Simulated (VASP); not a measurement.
Input of a VASP 6.6.1 run:

File INCAR:

```
PREC = Accurate
ENCUT = 500
EDIFF = 1E-7
ISMEAR = 0
SIGMA = 0.02
LREAL = False
LASPH = True
NELM = 100
ALGO = Normal
ISIF = 2
LWAVE = False
LCHARG = True
GGA = PE
LELF = True
LVHAR = True
```

The input KPOINTS:

```
regular mesh
0
Gamma
  5 5 5
```

Contents of POSCAR:

```
SnTe
1.0
    3.9047000000      0.0000000000      0.0000000000
    0.0000000000      3.9047000000      0.0000000000
    0.0000000000      0.0000000000      3.9047000000
Te Sn
1 1
Direct
    0.5000000000      0.5000000000      0.5000000000
    0.0000000000      0.0000000000      0.0000000000
```

Potentials or basis: VASP PAW PBE potentials, release 64 (Te_GW, Sn_d_GW).

The run is started by

```bash
$ cat potpaw_PBE.64/Te_GW/POTCAR potpaw_PBE.64/Sn_d_GW/POTCAR > POTCAR
$ mpirun -np 1 vasp_std > vasp.out
```

Question: What does it give for the pressure?

Answer: -0.5 GPa.

Question: What does it give for the band gap on the k mesh?

Answer: None (metal or under the smearing width).

Spin-orbit coupling is left out, which matters for the levels of Te.
